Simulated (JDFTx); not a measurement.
**Te under changes of volume**

One of the cells (33.925 Å³/atom); the others are scaled copies at fixed shape and fractional positions:

```
Te
1.0
     4.45400    0.00000    0.00000
    -2.22700    3.85728    0.00000
     0.00000    0.00000    5.92400
Te
3
Direct
  0.73100 0.73100 0.00000
  0.00000 0.26900 0.66667
  0.26900 0.00000 0.33333
```

```yaml
Program: JDFTx 1.7.0 (patched build)
Functional: PBEsol
Potentials_or_basis: PseudoDojo-SR-PBEsol-0.4.1-standard with smoothed tails
Cutoff: 1088 eV
Density_cutoff: 8708 eV
k_mesh: 7 × 7 × 5
Occupations: fermi-dirac, width 0.05 eV
Spin: no spin polarisation
```

| volume (Å³/atom) | energy over the lowest point (meV/atom) | pressure (GPa) | gap on the mesh (eV) | largest force (eV/Å) |
| --- | --- | --- | --- | --- |
| 31.890 | 11.66 | 2.6 | 0.56 | 0.509 |
| 32.568 | 3.28 | 1.3 | 0.57 | 0.381 |
| 33.247 | 0.00 | 0.2 | 0.58 | 0.264 |
| 33.925 | 1.28 | -0.8 | 0.58 | 0.153 |
| 34.604 | 6.61 | -1.7 | 0.59 | 0.050 |
| 35.282 | ? | ? | ? | ? |
| 35.961 | 27.73 | -3.2 | 0.59 | 0.135 |

Task: What does the run at 35.282 Å³/atom give?

Result: Energy over the lowest point 15.56 meV/atom; pressure -2.5 GPa; gap on the mesh 0.59 eV; largest force 0.045 eV/Å.

Worked out: A Birch-Murnaghan fit of order 3 (a polynomial in V^(-2/3)) to the other rows has its minimum at 33.39 Å³/atom with B0 = V·E''(V) = 52 GPa and B' = 4.7 at fixed shape and positions, which overstates the stiffness. It gives 15.55 meV/atom at 35.282 Å³/atom, against the run's 15.56, and -dE/dV = -2.5 GPa, against -2.5. A straight line through the other rows of the gap, of slope 0.251 eV per unit of ln V, gives 0.59 eV, against the run's 0.59.

Energies are extrapolated to zero smearing.

Caveats: spin-orbit coupling is left out, which moves the levels of the heavy elements; an odd mesh through Γ misses points on the zone boundary, where band edges often lie.
